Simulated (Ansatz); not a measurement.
# Ansatz 0.2.0, single run: SnO₂

Input:

```yaml
crystal:
  lattice:
    - [0.0, 4.376004, 0.0]
    - [4.376004, 0.0, 0.0]
    - [2.188002, 2.188002, -3.64589]
  atoms:
    - { symbol: Sn, position: [0.0, 0.0, 0.0] }
    - { symbol: Sn, position: [0.75, 0.25, 0.5] }
    - { symbol: O, position: [0.375, 0.339, 0.75] }
    - { symbol: O, position: [0.661, 0.125, 0.25] }
    - { symbol: O, position: [0.875, 0.911, 0.75] }
    - { symbol: O, position: [0.089, 0.625, 0.25] }
  symmetry: { tolerance: 0.0003 }
kpoints:
  mp_grid: { grid: [5, 5, 5], shift: [0, 0, 0] }
magnetization:
  spin_polarized: false
scf:
  occupations: { method: fermi_dirac }
  initial_density: { chi_scale: 0.3 }
hamiltonian:
  pseudopotentials: { kind: paw }
  xc: pbe
basis:
  ecutwfc: 420
output:
  forces: true
  stress: true
  eigenvalues: true
```

Run with:

```bash
ansatz run input.yaml --threads 1 --pin off --max-ram 2560MiB --backend cpu --events-out ev --progress --plain --runs-dir out
```

Origin of the cell: a known structure type with other elements, at an estimated volume, so it need not be a known compound.

The smearing width isn't typed, so it takes its default of 0.1 eV.

Output (shortened):

```
Pseudopotentials: kind: paw
Pseudopotential: Sn, paw, valence charge 14, recommended cutoff 420 eV (normal), Sn.paw.azcp
Pseudopotential: O, paw, valence charge 6, recommended cutoff 420 eV (normal), O.paw.azcp
Functional definition: PBE
  exchange = pbe_x(kappa = kappa, mu = beta*pi^2/3)
  correlation = pbe_c(beta = beta)
Crystal: 6 atoms, lattice volume = 69.817 Å³
Basis set: ecut = 420 eV, 1357 PW (Γ), exchange–correlation on 60×60×64 points (8 copies of the dense FFT grid, shifted against one another)
Bands: 32, of which v1, the nominal top of the filled ones, is band 26 counted from 1 (25 counted from 0)
Symmetry: 8 space group operations
Space group: I-42d (ITA 122), of the structure as read, at distance tolerance 1.2e-3 Å
k-points: 18 of 125 (time reversal used)
[… 4 lines left out …]
Initial density: superposition of atomic densities (chi_scale 0.3, normalization cell, long waves kept (reshape's long-wave potential 0.04 eV rms))
Functional: x = pbe(κ = 0.804, μ = 0.219515), c = pbe(β = 0.066725)
SCF iter   1: F=—  HF=-14313.447425 eV  Δρ=1.70e-1  dr2=2.22e1  defer=3
SCF iter   2: F=—  HF=-14304.050498 eV  Δρ=2.66e-2  dr2=4.28e-1  defer=31
SCF iter   3: F=—  HF=-14303.861114 eV  Δρ=9.70e-3  dr2=4.54e-2  defer=31
SCF iter   4: F=—  HF=-14303.840534 eV  Δρ=1.41e-3  dr2=1.00e-3  defer=31
SCF iter   5: F=—  HF=-14303.840491 eV  Δρ=2.80e-4  dr2=2.44e-5  defer=13
SCF iter   6: F=—  HF=-14303.840507 eV  Δρ=2.39e-5  dr2=2.68e-7  defer=13
SCF iter   7: F=-14303.840508 eV  HF=-14303.840508 eV  Δρ=3.83e-6  dr2=5.50e-9
SCF 1 converged in 7 iterations: F = -14303.840508 eV  dr2 = 5.50e-9
SCF converged after 7 iterations
Free energy (F): -14303.840508 eV
Harris-Foulkes:  -14303.840508 eV  (|F-HF|=4.11e-10)
Internal energy: -14303.840508 eV  (E = F + TS)
E sigma→0 (E₀):  -14303.840508 eV
Entropy (-TS):   -0.000000 eV (-0.000 meV/atom)
Fermi energy:    10.809300 eV
--- Per-component energies (eV) ---
  E_band       = -127.014765
  E_kinetic    = 1134.780943
  E_local      = -3699.362630  (includes V_loc(G=0)·N_el)
  E_nonlocal   = 146.608250
  E_hartree    = 1885.328470
  E_xc         = -1067.327219
  E_vxc        = -579.643575  (∫ρ·V_xc dr)
  E_paw        = -8938.483770  (= ΣΔE_a)
  E_vpaw       = -900.064845  (= ΣTr[D̂ρ^β])
  E_aug_tail   = 0.010393  (compensation charges beyond the density's cutoff)
  E_ewald      = -3765.394946
  E_smearing   = -0.000000  (= −TS)
  Σ components = -14303.840508   (vs F -14303.840508, Δ=0.00e0)
--- Forces (eV/Å), atoms counted from 1 ---
  atom   1  Sn     0.000000     0.000000     0.000000
  atom   2  Sn    -0.000000     0.000000     0.000000
  atom   3  O     11.467476     0.000000    -0.000000
  atom   4  O      0.000000   -11.467476    -0.000000
  atom   5  O    -11.467476     0.000000     0.000000
  atom   6  O      0.000000    11.467476     0.000000
  max |Σ_I F_I| component: 1.78e-15 eV/Å
--- Stress (GPa, compression-positive) ---
      144.133066       0.000000      -0.000000
        0.000000     144.133066      -0.000000
       -0.000000      -0.000000     126.243774
  P = ⅓ Tr σ = 138.1700 GPa (1381.700 kbar)
```

Caveats: the given cell is far from equilibrium, with atoms too close or a volume far off.

Time: 2.5 s on 1 thread of Intel(R) Xeon(R) 6975P-C (Granite Rapids) (shared host), peak memory 0.34 GiB, from the program's own first density.
